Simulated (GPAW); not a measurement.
# GaN (F-43m) in GPAW: further runs

Aim: see how the results for GaN move with the level of theory and the settings. Levels: LDA, BP86, AM05, PBE. Tasks: band structure, equation of state.

All numbers are computed with GPAW 26.7.0; they aren't measurements. Logs are shortened: lines on timing, memory, paths and dates and some standing lists are left out, and cuts for length are marked. The log counts tension as positive stress, the text compression.

**The experiment to reproduce.**

A printed reference work, textbook reports, for a bulk crystal of GaN at 0 K: band gap 3.299 eV (direct).

The runs below are set against these values where they give the same quantity.

## (1) The crystal as given

The structure is cubic, space group F-43m (No. 216). The conventional cell has a = 4.507 Å, b = 4.507 Å, c = 4.507 Å, α = 90.00°, β = 90.00°, γ = 90.00°. Ga (site symmetry -43m) is surrounded by 4 N at 1.95 Å. Around N (site symmetry -43m) lie 4 Ga at 1.95 Å.

The cell is a database's computed one.

## (2) Band structure, LDA

The input, run.py:

```python
from ase import Atoms
from ase.dft.bandgap import bandgap
from ase.io import write
from ase.units import GPa
from gpaw import GPAW, PW, setup_paths

setup_paths.insert(0, '.')

atoms = Atoms(['Ga', 'N'],
              cell=[[0.0, 2.2535006075, 2.2535006075],
                    [2.2535006075, 0.0, 2.2535006075],
                    [2.2535006075, 2.2535006075, 0.0]],
              scaled_positions=[[0.0, 0.0, 0.0],
                                [0.25, 0.25, 0.25]],
              pbc=True)

calc = GPAW(mode=PW(800),
            xc='LDA',
            kpts={'size': (10, 10, 10), 'gamma': True},
            occupations={'name': 'fermi-dirac', 'width': 0.05},
            setups={'Ga': 'jth', 'N': 'jth'},
            nbands=-7,
            convergence={'density': 1e-05, 'energy': 1e-05},
            maxiter=150,
            txt='gpaw.txt')
atoms.calc = calc
energy = atoms.get_potential_energy()
forces = atoms.get_forces()
stress = atoms.get_stress()
calc.write('gs.gpw')
write('result.traj', atoms)
print(f'Energy: {energy:.6f} eV')
print('Forces (eV/A):')
print(forces.round(4))
print('Stress (GPa):', (stress / GPa).round(3))
print('Fermi level:', round(calc.get_fermi_level(), 4), 'eV')
print(f'Gap: {bandgap(calc)[0]:.4f} eV, direct: {bandgap(calc, direct=True)[0]:.4f} eV')

path = atoms.cell.bandpath('GXWKGLUWLK,UX', npoints=100, eps=1e-4)
bs_calc = calc.fixed_density(kpts=path, symmetry='off', nbands=-15,
                             convergence={'bands': 'CBM+6.0', 'eigenstates': 1e-6}, txt='bands.txt')
bs = bs_calc.band_structure()
bs.write('bs.json')
print(f'Gap on the path: {bandgap(bs_calc)[0]:.4f} eV')
```

Potentials or basis: JTH PAW 2.0, LDA, pw.

Command:

```console
$ OMP_NUM_THREADS=1 python run.py
```

gpaw.txt:

```text
__  _  _
 | _ |_)|_||  |
 |__||  | ||/\| - 26.7.0

Input parameters:
  mode=PW(ecut=800.0),
  convergence={'density': 1e-05, 'energy': 1e-05},
  kpts=MonkhorstPack(size=(10, 10, 10), gamma=True),
  maxiter=150,
  nbands=-7,
  occupations=Occupations(name='fermi-dirac', width=0.05),
  setups={'Ga': 'jth', 'N': 'jth'},
  xc=XC(name='LDA')

Diagonalizing LCAO Hamiltonian
Converting LCAO to pw mode

           N
       Ga

Atoms  # Å, Bohr magnetons
|   | symbol |        x |        y |        z |    initial magnetic moments |
|---|--------|----------|----------|----------|-----------------------------|
| 0 |     Ga | 0.000000 | 0.000000 | 0.000000 | ( 0.0000,  0.0000,  0.0000) |
| 1 |      N | 1.126750 | 1.126750 | 1.126750 | ( 0.0000,  0.0000,  0.0000) |

Unit cell  # Å
| periodic |        x |        y |        z |  lengths |    angles |
|----------|----------|----------|----------|----------|-----------|
|      yes | 0.000000 | 2.253501 | 2.253501 | 3.186931 | 60.000000 |
|      yes | 2.253501 | 0.000000 | 2.253501 | 3.186931 | 60.000000 |
|      yes | 2.253501 | 2.253501 | 0.000000 | 3.186931 | 60.000000 |

Number of symmetries: 24
Symmetry operations  # r_c * U_cc + t_c -> r_c
|    | kind |            matrix            |
|----|------|------------------------------|
|  0 |  E   |  1, 0, 0,  0, 1, 0,  0, 0, 1 |
|  1 |  σ   |  1, 0, 0,  0, 0, 1,  0, 1, 0 |
|  2 |  σ   |  1, 0,-1,  0, 1,-1,  0, 0,-1 |
|  3 |  C3  |  1, 0,-1,  0, 0,-1,  0, 1,-1 |
|  4 |  C3  |  1,-1, 0,  0,-1, 1,  0,-1, 0 |
|  5 |  σ   |  1,-1, 0,  0,-1, 0,  0,-1, 1 |
|  6 |  σ   |  0, 1, 0,  1, 0, 0,  0, 0, 1 |
|  7 |  C3  |  0, 1, 0,  0, 0, 1,  1, 0, 0 |
|  8 |  C2  |  0, 1,-1,  1, 0,-1,  0, 0,-1 |
|  9 |  S4  |  0, 1,-1,  0, 0,-1,  1, 0,-1 |
| 10 |  C3  |  0, 0, 1,  1, 0, 0,  0, 1, 0 |
| 11 |  σ   |  0, 0, 1,  0, 1, 0,  1, 0, 0 |
| 12 |  S4  |  0, 0,-1,  1, 0,-1,  0, 1,-1 |
| 13 |  C3  |  0, 0,-1,  0, 1,-1,  1, 0,-1 |
| 14 |  S4  |  0,-1, 1,  1,-1, 0,  0,-1, 0 |
| 15 |  C2  |  0,-1, 1,  0,-1, 0,  1,-1, 0 |
| 16 |  C3  |  0,-1, 0,  1,-1, 0,  0,-1, 1 |
| 17 |  S4  |  0,-1, 0,  0,-1, 1,  1,-1, 0 |
| 18 |  S4  | -1, 1, 0, -1, 0, 1, -1, 0, 0 |
| 19 |  C3  | -1, 1, 0, -1, 0, 0, -1, 0, 1 |
| 20 |  C3  | -1, 0, 1, -1, 1, 0, -1, 0, 0 |
| 21 |  S4  | -1, 0, 1, -1, 0, 0, -1, 1, 0 |
| 22 |  σ   | -1, 0, 0, -1, 1, 0, -1, 0, 1 |
| 23 |  C2  | -1, 0, 0, -1, 0, 1, -1, 1, 0 |

BZ-sampling:
  Number of BZ points: 1000
  Number of IBZ points: 47

  Monkhorst-Pack size: [10, 10, 10]
  Monkhorst-Pack shift: [0.05, 0.05, 0.05]

K-points  # in reciprocal-cell coordinates
|     |                                coordinates |     weight |
|-----|--------------------------------------------|------------|
|   0 | (  0.00000000,   0.00000000,   0.00000000) | 0.00100000 |
|   1 | (  0.10000000,   0.10000000,   0.00000000) | 0.00600000 |
|   2 | (  0.10000000,   0.10000000,   0.10000000) | 0.00800000 |
|   3 | (  0.20000000,   0.10000000,   0.10000000) | 0.01200000 |
|   4 | (  0.20000000,   0.20000000,   0.00000000) | 0.00600000 |
|   5 | (  0.20000000,   0.20000000,   0.10000000) | 0.02400000 |
|   6 | (  0.20000000,   0.20000000,   0.20000000) | 0.00800000 |
|   7 | (  0.30000000,   0.20000000,   0.10000000) | 0.02400000 |
|   8 | (  0.30000000,   0.20000000,   0.20000000) | 0.02400000 |
|   9 | (  0.30000000,   0.30000000,   0.00000000) | 0.00600000 |
| ... |                                            |            |
|  46 | (  0.50000000,   0.50000000,   0.50000000) | 0.00400000 |

Plane wave coefficients: 1243
Cutoff: 800.0 eV

Spin-components: 1 (collinear spins)
Bands:           16
Projectors:      10
Spin-degeneracy: 2
Datatype:        complex128

Parallelization:
  kpt:    1
  domain: 1
  band:   1

Density:
  Valence electrons: 18.0
  Components: 1
  Grid points: [21 21 21]
  Charge: 0.0  # |e|

Potential:
  Grid points: [21 21 21]

species:
  Ga:
    name:    Gallium
    Z:       31.0
    valence: 13
    core:    18
    charge:  0.0  # [|e|]
    compensation charges:
      type: bessel
      rc: 0.96  # [Å]
      lmax: 2
    cutoffs:
      filter: 1.11  # [Å]
      core: 2.14  # [Å]
    projectors
    | kind |    occ | energy [eV] | rcut [Å] |
    |------|--------|-------------|----------|
    |   4s |  2.000 |      -9.170 |    1.113 |
    |    s |        |      40.817 |    1.113 |
    |   4p |  1.000 |      -2.733 |    1.113 |
    |    p |        |      27.211 |    1.113 |
    |   3d | 10.000 |     -19.407 |    1.006 |
    |    d |        |       0.000 |    1.006 |

    Using partial waves for Ga as LCAO basis

  N:
    name:    Nitrogen
    Z:       7.0
    valence: 5
    core:    2
    charge:  0.0  # [|e|]
    compensation charges:
      type: sinc
      rc: 0.53  # [Å]
      lmax: 2
    cutoffs:
      filter: 0.64  # [Å]
      core: 0.98  # [Å]
    projectors
    | kind |    occ | energy [eV] | rcut [Å] |
    |------|--------|-------------|----------|
    |   2s |  2.000 |     -18.421 |    0.585 |
    |    s |        |      27.211 |    0.585 |
    |   2p |  3.000 |      -7.239 |    0.638 |
    |    p |        |      29.933 |    0.585 |

    Using partial waves for N as LCAO basis

Reference energy: -54291.519281  # eV

eigensolver:
  PPCG
  Converge bands: occupied
  niter=2

density mixing:
  MSR1-Mixer
  Pratt-step length: 0.05
  Maximum mixing coefficient: 0.75
  Old densities: 10
  SVD Regularization: 0.005
  Good broyden scale: 1.0
  Trust region scale: 1.0
  Backstep threshold: 4.0
  History deletion threshold: 6.0
  Fourier metric: weight=20.0, sigma=0.015

occupation numbers:
  Fermi-Dirac:
    width: 0.0500  # eV

poisson solver:
  ecut: 6400.0  # eV

xc functional:
  name: None

convergence criteria:
- Maximum integral of absolute [dens]ity change: 1e-05 electrons / valence electron
- Maximum [total energy] change in last 3 cyles: 1e-05 eV / valence electron
- Maximum integral of absolute [eigenst]ate change: 4e-08 eV^2 / valence electron
maximum number of iterations: 150

SCF iterations
|iter     | |      energy | eigst |  dens |
|---------|-|-------------|-------|-------|
|iter:   1| |  -15.647991 | -0.69 |       |
|iter:   2| |  -15.186192 | -2.27 | -0.94 |
|iter:   3| |  -13.942610 | -1.25 | -1.00 |
|iter:   4| |  -13.928305 | -3.33 | -1.66 |
|iter:   5| |  -13.924037 | -3.54 | -1.95 |
|iter:   6| |  -13.924051 | -5.52 | -3.19 |
|iter:   7| |  -13.924057c| -6.13 | -3.54 |
|iter:   8| |  -13.924057c| -8.24c| -4.73 |
|iter:   9| |  -13.924057c| -8.50c| -5.52c|

Converged in 9 steps
Energy contributions relative to reference atoms: (reference = -54291.519281)

Energy contributions:
  Kinetic:          15.879356
  Coulomb:         -13.470539
  Zero:             -0.028610
  External:          0.000000
  Xc:              -16.304265
  Entropy:          -0.000000
  Spinorbit:         0.000000
  ----------------------------
  Free energy:     -13.924057
  Extrapolated:    -13.924057

dipole moment: (-12.189311, -12.189311, -12.189311)  # |e|*Ang

Fermi level: 6.740
Eigenvalues  # (at kpt = [0.000, 0.000, 0.000])
| band index |      eig [eV] | occ [0-2] |
|------------|---------------|-----------|
|          0 |        -9.981 |     2.000 |
|          1 |        -7.703 |     2.000 |
|          2 |        -7.703 |     2.000 |
|          3 |        -7.703 |     2.000 |
|          4 |        -7.387 |     2.000 |
|          5 |        -7.387 |     2.000 |
[... 8 lines left out ...]
|         14 |        24.502 |     0.000 |
|         15 |        24.502 |     0.000 |

Gap: 1.725 eV
Transition (v -> c):
  (s=0, k=0, n=8, [0.00, 0.00, 0.00]) -> (s=0, k=0, n=9, [0.00, 0.00, 0.00])
No difference between direct/indirect transitions

Forces  # eV/Ang
|       x |        y |        z |
|---------|----------|----------|
| 0.00000 | -0.00000 | -0.00000 |  # Ga   0
| 0.00000 |  0.00000 |  0.00000 |  # N    1

Stress tensor  # eV/Ang^3
|        x |        y |        z |
|----------|----------|----------|
| 0.040156 | 0.000000 | 0.000000 |
| 0.000000 | 0.040156 | 0.000000 |
| 0.000000 | 0.000000 | 0.040156 |

# Writing to gs.gpw (mode='')
```

Wall time 29 s (1 thread of AMD EPYC 9R14 (Zen 4), shared host); peak memory 0.25 GiB.

What came out:

| Property | Result |
| --- | --- |
| Free energy | -13.9241 eV |
| Pressure | -6.4 GPa |
| Band gap on the k mesh | 1.73 eV, direct |
| Band gap along the path | 1.72 eV, direct |

Levels at the corners of the path, in eV from the valence-band top:
```tsv
point	band 7	band 8	band 9	band 10	band 11
Γ	0.00	0.00	0.00	1.72	10.10
X	-6.22	-2.74	-2.74	3.26	6.46
W	-5.79	-3.74	-3.70	6.12	8.21
K	-5.96	-4.31	-2.20	4.88	7.70
Γ	0.00	0.00	0.00	1.72	10.10
L	-7.13	-0.98	-0.98	4.52	8.59
U	-5.96	-4.31	-2.20	4.88	7.70
W	-5.79	-3.74	-3.70	6.12	8.21
L	-7.13	-0.98	-0.98	4.52	8.59
K	-5.96	-4.31	-2.20	4.88	7.70
U	-5.96	-4.31	-2.20	4.88	7.70
X	-6.22	-2.74	-2.74	3.26	6.46
```

Caveat: the program truncates these outside data sets.

[end of part 1 of 2]
